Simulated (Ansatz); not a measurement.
Piezoelectric tensor of BN at 5 GPa (stress–strain coefficients)

Method: DFT PBEsol, scalar-relativistic, plane waves, PAW in Ansatz 0.2.0. Plane waves to 420 eV; Γ-centred k mesh 12×12×12; fixed occupations. No spin polarisation.

The cell, relaxed at 5 GPa:
```
CELL_PARAMETERS angstrom
1.24713 0.72003 3.00579
-1.24713 0.72003 3.00579
0.00000 -1.44007 3.00579
ATOMIC_POSITIONS crystal
B 0.00001 0.00001 0.00001
N 0.33242 0.33242 0.33242
```

The crystal is built of layers and no dispersion correction was added, so the binding between them is poorly described, and with it their spacing and whatever depends on it.

Q: Give the relaxed-ion proper piezoelectric stress tensor e_iJ (C/m², Voigt columns xx yy zz yz xz xy).

A:
```
x    0.000  0.000  0.000  0.000  0.030  0.362
y    0.362 -0.362  0.000  0.030  0.000  0.000
z    0.105  0.105 -0.331  0.000  0.000  0.000
```
Signs follow the orientation of the cell as given.

Q: With the elastic constants (GPa, Voigt order)
```
991.0 242.7   7.5   7.3   0.0   0.0
242.7 991.0   7.5  -7.3   0.0   0.0
  7.6   7.6  67.4   0.0   0.0   0.0
  7.3  -7.3   0.0  12.1   0.0   0.0
  0.0   0.0   0.0   0.0  12.1   7.3
  0.0   0.0   0.0   0.0   7.3 374.2
```
find the strain coefficients d = e·C⁻¹ (pC/N).

A:
```
x    0.00  0.00  0.00  0.00  1.94  0.93
y    0.47 -0.47  0.00  1.94  0.00  0.00
z    0.12  0.12 -4.94  0.00  0.00  0.00
```

This form isn't the usual stable structure of the compound at low pressure.

Cost: 1 run of about 2.9 core-minutes, on Arm Neoverse V1 (shared hosts).